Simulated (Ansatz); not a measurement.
# I on Nb(100): change of the work function, part 2 of 5

Wanted: Δφ(θ) for I/Nb(100), starting from the hollow site.

Ansatz 0.2.0; plane-wave DFT, RPBE, Ansatz PAW.

So far, work function, upper face (eV): step 2 (the clean slab) 3.45.

**3. The covered slab, k-mesh 3×3×1, coverage 0.111 ML**

System of this step: Nb45I (I/Nb(100)). The cell holds 46 atoms: 45 Nb and 1 I. Its edges and angles: a = 9.900 Å, b = 9.900 Å, c = 26.660 Å, α = 90.0°, β = 90.0°, γ = 90.0°. Vacuum lies along c.

The clean slab as it ended is repeated in the plane and the adsorbate is set on one face; the cell's size fixes the coverage, and the k-mesh shrinks with it to keep the sampling density about even. Adsorbate and upper layers relax, since the dipole depends on the height.

Input file input.yaml:

```yaml
crystal:
  lattice:
    - [9.9, 0.0, 0.0]
    - [0.0, 9.9, 0.0]
    - [0.0, 0.0, 26.660279418]
  atoms:
    - { symbol: Nb, position: [0.0, 0.0, 0.337580858] }
    - { symbol: Nb, position: [0.1666666667, 0.1666666667, 0.399470682] }
    - { symbol: Nb, position: [0.0, 0.0, 0.4622622367] }
    - { symbol: Nb, position: [0.1666666667, 0.1666666667, 0.5263430588] }
    - { symbol: Nb, position: [0.0, 0.0, 0.5813013153] }
    - { symbol: Nb, position: [0.0, 0.3333333333, 0.337580858] }
    - { symbol: Nb, position: [0.1666666667, 0.5, 0.399470682] }
    - { symbol: Nb, position: [0.0, 0.3333333333, 0.4622622367] }
    - { symbol: Nb, position: [0.1666666667, 0.5, 0.5263430588] }
    - { symbol: Nb, position: [0.0, 0.3333333333, 0.5813013153] }
    - { symbol: Nb, position: [0.0, 0.6666666667, 0.337580858] }
    - { symbol: Nb, position: [0.1666666667, 0.8333333333, 0.399470682] }
    - { symbol: Nb, position: [0.0, 0.6666666667, 0.4622622367] }
    - { symbol: Nb, position: [0.1666666667, 0.8333333333, 0.5263430588] }
    - { symbol: Nb, position: [0.0, 0.6666666667, 0.5813013153] }
    - { symbol: Nb, position: [0.3333333333, 0.0, 0.337580858] }
    - { symbol: Nb, position: [0.5, 0.1666666667, 0.399470682] }
    - { symbol: Nb, position: [0.3333333333, 0.0, 0.4622622367] }
    - { symbol: Nb, position: [0.5, 0.1666666667, 0.5263430588] }
    - { symbol: Nb, position: [0.3333333333, 0.0, 0.5813013153] }
    - { symbol: Nb, position: [0.3333333333, 0.3333333333, 0.337580858] }
    - { symbol: Nb, position: [0.5, 0.5, 0.399470682] }
    - { symbol: Nb, position: [0.3333333333, 0.3333333333, 0.4622622367] }
    - { symbol: Nb, position: [0.5, 0.5, 0.5263430588] }
    - { symbol: Nb, position: [0.3333333333, 0.3333333333, 0.5813013153] }
    - { symbol: Nb, position: [0.3333333333, 0.6666666667, 0.337580858] }
    - { symbol: Nb, position: [0.5, 0.8333333333, 0.399470682] }
    - { symbol: Nb, position: [0.3333333333, 0.6666666667, 0.4622622367] }
    - { symbol: Nb, position: [0.5, 0.8333333333, 0.5263430588] }
    - { symbol: Nb, position: [0.3333333333, 0.6666666667, 0.5813013153] }
    - { symbol: Nb, position: [0.6666666667, 0.0, 0.337580858] }
    - { symbol: Nb, position: [0.8333333333, 0.1666666667, 0.399470682] }
    - { symbol: Nb, position: [0.6666666667, 0.0, 0.4622622367] }
    - { symbol: Nb, position: [0.8333333333, 0.1666666667, 0.5263430588] }
    - { symbol: Nb, position: [0.6666666667, 0.0, 0.5813013153] }
    - { symbol: Nb, position: [0.6666666667, 0.3333333333, 0.337580858] }
    - { symbol: Nb, position: [0.8333333333, 0.5, 0.399470682] }
    - { symbol: Nb, position: [0.6666666667, 0.3333333333, 0.4622622367] }
    - { symbol: Nb, position: [0.8333333333, 0.5, 0.5263430588] }
    - { symbol: Nb, position: [0.6666666667, 0.3333333333, 0.5813013153] }
    - { symbol: Nb, position: [0.6666666667, 0.6666666667, 0.337580858] }
    - { symbol: Nb, position: [0.8333333333, 0.8333333333, 0.399470682] }
    - { symbol: Nb, position: [0.6666666667, 0.6666666667, 0.4622622367] }
    - { symbol: Nb, position: [0.8333333333, 0.8333333333, 0.5263430588] }
    - { symbol: Nb, position: [0.6666666667, 0.6666666667, 0.5813013153] }
    - { symbol: I, position: [0.1666666667, 0.1666666667, 0.662419142] }
kpoints:
  mp_grid: { grid: [3, 3, 1] }
hamiltonian:
  xc: rpbe
scf:
  occupations: { method: fermi_dirac, width: 0.1 }
  convergence: { dr2_threshold: 1.0e-08 }
efield:
  axis: 3
  dipole_correction: true
  ramp_position: 0.97
  ramp_width: 0.06
relax:
  f_tol: 0.02
  max_steps: 60
  constraints:
    - { sites: [0, 1, 5, 6, 10, 11, 15, 16, 20, 21, 25, 26, 30, 31, 35, 36, 40, 41] }
output:
  bader: true
  write_potential: true
  write_density: true
  volumetric_format: npy
```

Run with:

```bash
$ ansatz run input.yaml --threads 4 --pin off --max-ram 12288MiB --backend cpu --events-out ev --progress --plain --runs-dir out
```

Numbers of over 12 decimals in the logs are rounded to 6 here.

The program printed:

```text
[...]
Crystal: 46 atoms, lattice volume = 2612.974 Å³
Basis set: ecut = 420 eV, 51149 PW (Γ), exchange–correlation on 144×144×360 points (8 copies of the dense FFT grid, shifted against one another)
Bands: 362, of which v1, the nominal top of the filled ones, is band 301 counted from 1 (300 counted from 0)
Symmetry: 8 space group operations
[...]
k-points: 3 of 9
[...]
SCF iter   1: F=—  HF=-212661.285090 eV  |F-HF|=—  |Δ(HF+E_count)|=         —  Δρ=6.98e-3  dr2=1.77e1  ethr=1.77e-3  p=-0.086 e·Å  D=-5.95e-3 V/Å  ΔV_dip=0.16 eV  dr2_dipole=4.21e-4  V_vac-E_F(+/−)=4.02/3.86 eV  ⟨swp⟩=10.7  Hψ=5430  notcnv=0
[...]
SCF iter  11: F=-212660.602062 eV  HF=-212660.602062 eV  |F-HF|=5.94e-9  |Δ(HF+E_count)|=   5.32e-8  Δρ=2.87e-7  dr2=5.53e-9  ethr=1.66e-12  p=-0.007 e·Å  D=-5.12e-4 V/Å  ΔV_dip=0.01 eV  dr2_dipole=3.22e-10  V_vac-E_F(+/−)=3.59/3.58 eV  ⟨swp⟩=11.3  Hψ=7619  notcnv=0
SCF 1 converged in 11 iterations: F = -212660.602062 eV  dr2 = 5.53e-9
[...]
relax step   1: F+E_penalty+E_count = -212660.60206220 eV  Δ(F+E_penalty+E_count) = +0.000e0 eV  max|allowed force component| = 5.251e-1 eV/Å  Δτ_max = 0.0000 Å  (11 SCF iters, accepted)
[...]
iter 1 solved again at ethr=9.69e-5 eV; its pass at ethr=3.10e-3 eV (dr2=5.83e-1 eV) is discarded
[...]
SCF iter  10: F=-212660.712636 eV  HF=-212660.712636 eV  |F-HF|=7.65e-9  |Δ(HF+E_count)|=   4.14e-8  Δρ=2.31e-7  dr2=2.00e-9  ethr=1.66e-12  p=0.002 e·Å  D=1.29e-4 V/Å  ΔV_dip=-0.00 eV  dr2_dipole=7.65e-12  V_vac-E_F(+/−)=3.57/3.58 eV  ⟨swp⟩=11.0  Hψ=7613  notcnv=0
SCF 2 converged in 10 iterations: F = -212660.712636 eV  dr2 = 2.00e-9
[...]
relax step   2: F+E_penalty+E_count = -212660.71263599 eV  Δ(F+E_penalty+E_count) = -1.106e-1 eV  max|allowed force component| = 3.905e-1 eV/Å  Δτ_max = 0.1044 Å  (10 SCF iters, accepted)
SCF iter   1: F=—  HF=-212660.851718 eV  |F-HF|=—  |Δ(HF+E_count)|=         —  Δρ=3.24e-3  dr2=1.34e0  ethr=5.65e-4  p=0.002 e·Å  D=1.29e-4 V/Å  ΔV_dip=-0.00 eV  dr2_dipole=2.21e-1  V_vac-E_F(+/−)=3.58/3.58 eV  ⟨swp⟩=4.0  Hψ=2033  notcnv=0
[...]
SCF iter  10: F=-212660.793773 eV  HF=-212660.793773 eV  |F-HF|=1.11e-8  |Δ(HF+E_count)|=   5.72e-8  Δρ=2.24e-7  dr2=1.79e-9  ethr=1.66e-12  p=0.025 e·Å  D=1.75e-3 V/Å  ΔV_dip=-0.05 eV  dr2_dipole=4.04e-11  V_vac-E_F(+/−)=3.53/3.58 eV  ⟨swp⟩=10.7  Hψ=7478  notcnv=0
SCF 3 converged in 10 iterations: F = -212660.793773 eV  dr2 = 1.79e-9
relax step   3: F+E_penalty+E_count = -212660.79377307 eV  Δ(F+E_penalty+E_count) = -8.114e-2 eV  max|allowed force component| = 5.853e-1 eV/Å  Δτ_max = 0.0919 Å  (10 SCF iters, accepted)
[...]
relax step   4: F+E_penalty+E_count = -212660.79444866 eV  Δ(F+E_penalty+E_count) = -6.756e-4 eV  max|allowed force component| = 2.446e-1 eV/Å  Δτ_max = 0.1132 Å  (10 SCF iters, accepted)
[...]
relax step   5: F+E_penalty+E_count = -212660.83610334 eV  Δ(F+E_penalty+E_count) = -4.165e-2 eV  max|allowed force component| = 1.334e-1 eV/Å  Δτ_max = 0.0770 Å  (10 SCF iters, accepted)
[...]
relax step   6: F+E_penalty+E_count = -212660.84044830 eV  Δ(F+E_penalty+E_count) = -4.345e-3 eV  max|allowed force component| = 7.215e-2 eV/Å  Δτ_max = 0.0210 Å  (8 SCF iters, accepted)
[...]
relax step   7: F+E_penalty+E_count = -212660.84146742 eV  Δ(F+E_penalty+E_count) = -1.019e-3 eV  max|allowed force component| = 5.256e-2 eV/Å  Δτ_max = 0.0154 Å  (8 SCF iters, accepted)
SCF iter   1: F=—  HF=-212660.840951 eV  |F-HF|=—  |Δ(HF+E_count)|=         —  Δρ=1.49e-4  dr2=2.73e-3  ethr=8.03e-6  p=0.037 e·Å  D=2.58e-3 V/Å  ΔV_dip=-0.07 eV  dr2_dipole=2.81e-4  V_vac-E_F(+/−)=3.51/3.58 eV  ⟨swp⟩=2.0  Hψ=1789  notcnv=0
[...]
SCF iter   7: F=-212660.841915 eV  HF=-212660.841915 eV  |F-HF|=5.44e-9  |Δ(HF+E_count)|=   3.11e-8  Δρ=1.79e-7  dr2=2.46e-9  ethr=1.66e-12  p=0.034 e·Å  D=2.38e-3 V/Å  ΔV_dip=-0.06 eV  dr2_dipole=3.76e-10  V_vac-E_F(+/−)=3.51/3.58 eV  ⟨swp⟩=10.3  Hψ=7273  notcnv=0
SCF 8 converged in 7 iterations: F = -212660.841915 eV  dr2 = 2.46e-9
relax step   8: F+E_penalty+E_count = -212660.84191514 eV  Δ(F+E_penalty+E_count) = -4.477e-4 eV  max|allowed force component| = 7.453e-3 eV/Å  Δτ_max = 0.0128 Å  (7 SCF iters, accepted)
NSCF: frozen V_eff on 3 k-points
the search or the solves at the SCF's close seem to have found levels that the self-consistency loop had missed (the run counts 1). By its estimate they hold 6.47e-10 electrons. The energies and the density leave them out; if the run goes on with those levels, later outputs use occupations computed again with them
SCF converged after 7 iterations
Free energy (F): -212660.841915 eV
[...]
Internal energy: -212658.899524 eV  (E = F + TS)
E sigma→0 (E₀):  -212659.870720 eV
Entropy (-TS):   -1.942391 eV (-42.226 meV/atom)
Fermi energy:    3.452249 eV
Dipole field:    D = 0.002373 V/Å  (p = 0.034261 e·Å, saw-weighted, corrected)
Work function:   Φ+ = 3.5148 eV   Φ− = 3.5780 eV
[...]
--- Forces (eV/Å), atoms counted from 1 ---
  atom   1  Nb     0.02749196     0.02749196     1.01188053
  atom   2  Nb    -0.00000000     0.00000000    -1.06892242
  atom   3  Nb    -0.00004381    -0.00004381     0.00168392
  atom   4  Nb     0.00000000     0.00000000     0.00654321
  atom   5  Nb     0.00133809     0.00133809    -0.00043260
  atom   6  Nb     0.02749196    -0.02749196     1.01188053
  atom   7  Nb     0.00000000     0.00830516    -1.01781652
  atom   8  Nb    -0.00004381     0.00004381     0.00168392
  atom   9  Nb     0.00000000     0.00017999    -0.00067786
  atom  10  Nb     0.00133809    -0.00133809    -0.00043260
  atom  11  Nb     0.04118492     0.00000000     1.07284865
  atom  12  Nb     0.00000000    -0.00830516    -1.01781652
  atom  13  Nb     0.00025759     0.00000000    -0.00205306
  atom  14  Nb     0.00000000    -0.00017999    -0.00067786
  atom  15  Nb    -0.00130766     0.00000000    -0.00155454
  atom  16  Nb    -0.02749196     0.02749196     1.01188053
  atom  17  Nb     0.00830516     0.00000000    -1.01781652
  atom  18  Nb     0.00004381    -0.00004381     0.00168392
  atom  19  Nb     0.00017999     0.00000000    -0.00067786
  atom  20  Nb    -0.00133809     0.00133809    -0.00043260
  atom  21  Nb    -0.02749196    -0.02749196     1.01188053
  atom  22  Nb     0.01481368     0.01481368    -1.06139120
  atom  23  Nb     0.00004381     0.00004381     0.00168392
  atom  24  Nb     0.00046419     0.00046419     0.00292471
  atom  25  Nb    -0.00133809    -0.00133809    -0.00043260
  atom  26  Nb    -0.04118492     0.00000000     1.07284865
  atom  27  Nb     0.01481368    -0.01481368    -1.06139120
  atom  28  Nb    -0.00025759     0.00000000    -0.00205306
  atom  29  Nb     0.00046419    -0.00046419     0.00292471
  atom  30  Nb     0.00130766     0.00000000    -0.00155454
  atom  31  Nb     0.00000000     0.04118492     1.07284865
  atom  32  Nb    -0.00830516     0.00000000    -1.01781652
  atom  33  Nb     0.00000000     0.00025759    -0.00205306
  atom  34  Nb    -0.00017999     0.00000000    -0.00067786
  atom  35  Nb     0.00000000    -0.00130766    -0.00155454
  atom  36  Nb     0.00000000    -0.04118492     1.07284865
  atom  37  Nb    -0.01481368     0.01481368    -1.06139120
  atom  38  Nb     0.00000000    -0.00025759    -0.00205306
  atom  39  Nb    -0.00046419     0.00046419     0.00292471
  atom  40  Nb     0.00000000     0.00130766    -0.00155454
  atom  41  Nb     0.00000000     0.00000000     1.04581055
  atom  42  Nb    -0.01481368    -0.01481368    -1.06139120
  atom  43  Nb     0.00000000     0.00000000    -0.00745349
  atom  44  Nb    -0.00046419    -0.00046419     0.00292471
  atom  45  Nb    -0.00000000     0.00000000     0.00154184
  atom  46  I     -0.00000000     0.00000000     0.00086899
  max |Σ_I F_I| component: 3.69e-5 eV/Å
--- Band table (eV) ---
  k-point 0: bands = [... 297 lower, 3.3026, 3.3064, 3.3218, 3.3720, 3.5623, 3.6201, 3.6256, 3.6256, ... 57 higher]
  k-point 1: bands = [... 297 lower, 3.2901, 3.3205, 3.3332, 3.3760, 3.4568, 3.4612, 3.5028, 3.5271, ... 57 higher]
  k-point 2: bands = [... 297 lower, 3.4287, 3.4502, 3.4837, 3.5103, 3.5134, 3.5477, 3.5948, 3.6242, ... 57 higher]
--- Relaxed structure (8 steps of the walk, 8 accepted, 0 SCFs on fresh bases) ---
  F+E_penalty+E_count = -212660.84191514 eV   max|allowed force component| = 7.453e-3 eV/Å
  atoms:
    - { symbol: Nb, position: [1.666665959832375e-11, 1.666665959832375e-11, 0.337581] }
    - { symbol: Nb, position: [0.166667, 0.166667, 0.399471] }
    - { symbol: Nb, position: [-0.00119768, -0.00119768, 0.462284] }
    - { symbol: Nb, position: [0.166667, 0.166667, 0.522606] }
    - { symbol: Nb, position: [0.013935, 0.013935, 0.586363] }
    - { symbol: Nb, position: [1.666665959832375e-11, 0.333333, 0.337581] }
    - { symbol: Nb, position: [0.166667, 0.500000, 0.399471] }
    - { symbol: Nb, position: [-0.00119768, 0.334531, 0.462284] }
    - { symbol: Nb, position: [0.166667, 0.499147, 0.526947] }
    - { symbol: Nb, position: [0.013935, 0.319398, 0.586363] }
    - { symbol: Nb, position: [1.666665959832375e-11, 0.666667, 0.337581] }
    - { symbol: Nb, position: [0.166667, 0.833333, 0.399471] }
    - { symbol: Nb, position: [-0.000253473, 0.666667, 0.462525] }
    - { symbol: Nb, position: [0.166667, 0.834187, 0.526947] }
    - { symbol: Nb, position: [0.00111272, 0.666667, 0.580410] }
    - { symbol: Nb, position: [0.333333, 1.666665959832375e-11, 0.337581] }
    - { symbol: Nb, position: [0.500000, 0.166667, 0.399471] }
    - { symbol: Nb, position: [0.334531, -0.00119768, 0.462284] }
    - { symbol: Nb, position: [0.499147, 0.166667, 0.526947] }
    - { symbol: Nb, position: [0.319398, 0.013935, 0.586363] }
    - { symbol: Nb, position: [0.333333, 0.333333, 0.337581] }
    - { symbol: Nb, position: [0.500000, 0.500000, 0.399471] }
    - { symbol: Nb, position: [0.334531, 0.334531, 0.462284] }
    - { symbol: Nb, position: [0.499246, 0.499246, 0.526268] }
    - { symbol: Nb, position: [0.319398, 0.319398, 0.586363] }
    - { symbol: Nb, position: [0.333333, 0.666667, 0.337581] }
    - { symbol: Nb, position: [0.500000, 0.833333, 0.399471] }
    - { symbol: Nb, position: [0.333587, 0.666667, 0.462525] }
    - { symbol: Nb, position: [0.499246, 0.834087, 0.526268] }
    - { symbol: Nb, position: [0.332221, 0.666667, 0.580410] }
    - { symbol: Nb, position: [0.666667, 1.666665959832375e-11, 0.337581] }
    - { symbol: Nb, position: [0.833333, 0.166667, 0.399471] }
    - { symbol: Nb, position: [0.666667, -0.000253473, 0.462525] }
    - { symbol: Nb, position: [0.834187, 0.166667, 0.526947] }
    - { symbol: Nb, position: [0.666667, 0.00111272, 0.580410] }
    - { symbol: Nb, position: [0.666667, 0.333333, 0.337581] }
    - { symbol: Nb, position: [0.833333, 0.500000, 0.399471] }
    - { symbol: Nb, position: [0.666667, 0.333587, 0.462525] }
    - { symbol: Nb, position: [0.834087, 0.499246, 0.526268] }
    - { symbol: Nb, position: [0.666667, 0.332221, 0.580410] }
    - { symbol: Nb, position: [0.666667, 0.666667, 0.337581] }
    - { symbol: Nb, position: [0.833333, 0.833333, 0.399471] }
    - { symbol: Nb, position: [0.666667, 0.666667, 0.461002] }
    - { symbol: Nb, position: [0.834087, 0.834087, 0.526268] }
    - { symbol: Nb, position: [0.666667, 0.666667, 0.578168] }
    - { symbol: I, position: [0.166667, 0.166667, 0.669864] }
--- Bader charges: 46 sites ---
  site symbol  charge [e]  shift [e]
     0     Nb     -0.0963     0.0000
     1     Nb      0.0531     0.0000
     2     Nb      0.0937     0.0000
     3     Nb      0.0895     0.0000
     4     Nb      0.0961     0.0000
     5     Nb     -0.0963     0.0000
     6     Nb      0.0378     0.0000
     7     Nb      0.0937     0.0000
     8     Nb      0.0305     0.0000
     9     Nb      0.0962     0.0000
    10     Nb     -0.0976     0.0000
    11     Nb      0.0378     0.0000
    12     Nb      0.1403     0.0000
    13     Nb      0.0305     0.0000
    14     Nb     -0.1194     0.0000
    15     Nb     -0.0962     0.0000
    16     Nb      0.0378     0.0000
    17     Nb      0.0937     0.0000
    18     Nb      0.0305     0.0000
    19     Nb      0.0962     0.0000
    20     Nb     -0.0962     0.0000
    21     Nb      0.0377     0.0000
    22     Nb      0.0937     0.0000
    23     Nb      0.0172     0.0000
    24     Nb      0.0963     0.0000
    25     Nb     -0.0976     0.0000
    26     Nb      0.0377     0.0000
    27     Nb      0.1403     0.0000
    28     Nb      0.0171     0.0000
    29     Nb     -0.1194     0.0000
    30     Nb     -0.0976     0.0000
    31     Nb      0.0378     0.0000
    32     Nb      0.1403     0.0000
    33     Nb      0.0305     0.0000
    34     Nb     -0.1194     0.0000
    35     Nb     -0.0976     0.0000
    36     Nb      0.0377     0.0000
    37     Nb      0.1403     0.0000
    38     Nb      0.0171     0.0000
    39     Nb     -0.1194     0.0000
    40     Nb     -0.0947     0.0000
    41     Nb      0.0377     0.0000
    42     Nb      0.1407     0.0000
    43     Nb      0.0172     0.0000
    44     Nb     -0.1085     0.0000
    45      I     -0.6407     0.0000
  estimated error of the sums over rays = 7.2e-4 e
```

Wall time 26 min (4 threads of Arm Neoverse V1, shared host); peak memory 8.8 GiB; 1.7 h of CPU time.

Step by step:

```tsv
step	energy less that of the first step (eV)	largest force component (eV/Å)
1	0.0000	0.5251
2	-0.1106	0.3905
3	-0.1917	0.5853
4	-0.1924	0.2446
5	-0.2340	0.1334
6	-0.2384	0.0722
7	-0.2394	0.0526
8	-0.2399	0.0075
```

Forces are held to the 8 operations that the run works with; a distortion that breaks them can't arise in this run.

The atoms that moved most (Å):

```tsv
atom	dx	dy	dz	length
Nb25	-0.138	-0.138	0.135	0.237
Nb10	0.138	-0.138	0.135	0.237
Nb20	-0.138	0.138	0.135	0.237
Nb5	0.138	0.138	0.135	0.237
I46	0.000	0.000	0.198	0.198
Nb4	0.000	0.000	-0.100	0.100
Nb45	0.000	0.000	-0.084	0.084
Nb43	0.000	0.000	-0.034	0.034
```

Numbers from this step:

- energy at zero smearing: -212659.8707 eV
- work function, upper face: 3.515 eV
- work function, lower face: 3.578 eV
- dipole along the normal: 0.03426 e·Å
- step between the vacuum levels: -0.06325 eV

Running mean over 1.65 Å of the planar mean; the ramp of the sawtooth is left out. Electron's electrostatic potential energy less the Fermi level against z:

```tsv
z (Å)	electron's electrostatic potential energy less the Fermi level (eV)
3.5	3.58
4.0	3.58
4.5	3.57
5.0	3.56
5.5	3.54
6.0	3.46
6.5	3.26
7.0	2.70
7.5	1.08
8.0	-2.93
8.5	-7.94
9.0	-10.7
9.5	-11.1
10.0	-11.1
10.5	-11.0
11.0	-10.9
11.5	-10.9
12.0	-11.0
12.5	-10.9
13.0	-10.6
13.5	-10.6
14.0	-11.3
14.5	-12.2
15.0	-12.3
15.5	-11.2
16.0	-8.28
16.5	-3.53
17.0	0.337
17.5	1.83
18.0	2.33
18.5	2.73
19.0	3.06
19.5	3.35
20.0	3.47
20.5	3.50
21.0	3.51
21.5	3.51
22.0	3.51
22.5	3.51
23.0	3.51
23.5	3.51
```

The relaxation took 8 steps and lowered the energy by 0.24 eV; the largest force on the free atoms ends at 0.0075 eV/Å.

The covered face has 3.51 eV, +0.07 eV against the clean one; the bare back face has moved by +0.00 eV, a measure of how thin the slab is.

(Continued in part 3 of 5.)

[Logs are printed without paths, hosts, clocks, repeated set-up lines and the standing remarks that a program may print on its own settings, such as how far it seeks lower states.]

[Hosts, paths, dates, database ids (printed as entryN), source tags and the programs' standing remarks are cut or masked in the printed files.]

[Maps of the electrostatic potential energy from Ansatz leave out the sawtooth potential of an applied field or a dipole correction, so their vacuum need not be flat; planar profiles and work functions include it.]
